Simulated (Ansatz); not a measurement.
Crystal: Bi2Te3 (Tellurobismuthite).

```
Bi Te
1.0
     2.19300    1.26613   10.16567
    -2.19300    1.26613   10.16567
     0.00000   -2.53226   10.16567
Bi Te
2 3
Direct
  0.60000 0.60000 0.60000
  0.40000 0.40000 0.40000
  0.79050 0.79050 0.79050
  0.20950 0.20950 0.20950
  0.00000 0.00000 0.00000
```

Base run:

| Item | Value |
| --- | --- |
| Program | Ansatz 0.2.0 |
| Functional | r2SCAN |
| Potentials or basis | Ansatz PAW |
| Cutoff | 500 eV (not typed: the program's choice for these potentials) |
| k mesh | 7 × 7 × 7 |
| Occupations | fermi-dirac, width 0.05 eV |
| Spin | no spin polarisation |

Its results: band gap on the k mesh 0.52 eV, direct; pressure 1.3 GPa; largest force 0.290 eV/Å.

Q: After a change of settings the same cell gave: band gap on the k mesh 0.21 eV, direct; pressure -1.8 GPa; largest force 0.187 eV/Å. Which change was it?
A. functional from r2SCAN to PBEsol; cutoff from 500 eV (not typed: the program's choice for these potentials) to 420 eV (not typed: the program's choice for these potentials)
B. functional from r2SCAN to LDA; cutoff from 500 eV (not typed: the program's choice for these potentials) to 420 eV (not typed: the program's choice for these potentials)
C. functional from r2SCAN to RPBE; cutoff from 500 eV (not typed: the program's choice for these potentials) to 420 eV (not typed: the program's choice for these potentials)
D. functional from r2SCAN to BLYP; cutoff from 500 eV (not typed: the program's choice for these potentials) to 420 eV (not typed: the program's choice for these potentials)

A: B.

r2SCAN gives the wider gap, since meta-GGAs in the generalised Kohn-Sham scheme recover part of the derivative discontinuity.

Caveats: spin-orbit coupling is left out, which as a rule narrows the gap of such compounds by several tenths of an eV; the PAW data sets come from PBE, with cores solved anew for the run's functional, which leaves a small shift of forces and pressure.
